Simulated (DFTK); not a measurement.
Runs of DFTK 0.8.2 on KTaO3. The structure is cubic, space group Pm-3m (No. 221). The conventional cell has a = 3.988 Å, b = 3.988 Å, c = 3.988 Å, α = 90.00°, β = 90.00°, γ = 90.00°. Ta (site symmetry m-3m) is surrounded by 6 O at 1.99 Å. K (site symmetry m-3m) is surrounded by 12 O at 2.82 Å. O (site symmetry 4/mmm) is surrounded by 2 Ta at 1.99 Å. 

```csv
task,level,potentials or basis,k mesh,cutoff (eV),valence electrons,SCF solver,gap on the mesh (eV),pressure (GPa)
band structure,TASK,"in-house norm-conserving set (r2SCAN, scalar relativistic)",4 × 4 × 4,1279,"K 9, O 6, Ta 13",-,3.13,10.4
band structure,r2SCAN,"in-house norm-conserving set (r2SCAN, scalar relativistic)",4 × 4 × 4,1279,"K 9, O 6, Ta 13",-,(b),0.8
band structure,BJ06,SG15 1.2 (PBE),4 × 4 × 4,1225,"K 9, O 6, Ta 27",ScfAndersonSolver,(a),-
band structure,PBE,SG15 1.2 (PBE),6 × 6 × 6,952,"K 9, O 6, Ta 27",-,2.20,-
band structure,PBEsol,SPMS 1.0 (PBE),7 × 7 × 7,816,"K 9, O 6, Ta 13",-,2.20,-
single point,PBE,dojo.nc.sr.pbe.v0_4_1.standard.upf (PBE),7 × 7 × 7,1143,"K 9, O 6, Ta 13",-,2.30,4.4
```

Alike in all rows: no spin polarisation; cell as given; smearing fermi-dirac 0.05 eV.

**Question.** Fill in the values left out.

**Answer.** (a) 2.78; (b) 2.62.

Caveats: spin-orbit coupling is left out, which moves the levels of the heavy elements; the potentials were made for another functional, which shifts forces and pressure (some runs); the program warned that the kinetic-energy density falls under its von Weizsäcker bound, which can give unphysical results (some runs); the program leaves the constant c of mgga_x_tb09 at 1, so the potential is Becke-Johnson's (BJ06) and not Tran and Blaha's, with levels but no total energy (some runs); an odd mesh through Γ misses points on the zone boundary, where band edges often lie (some runs).

A k mesh can miss the band edges, and the runs leave out spin-orbit coupling on Ta.

Not every run made on this cell is shown here.
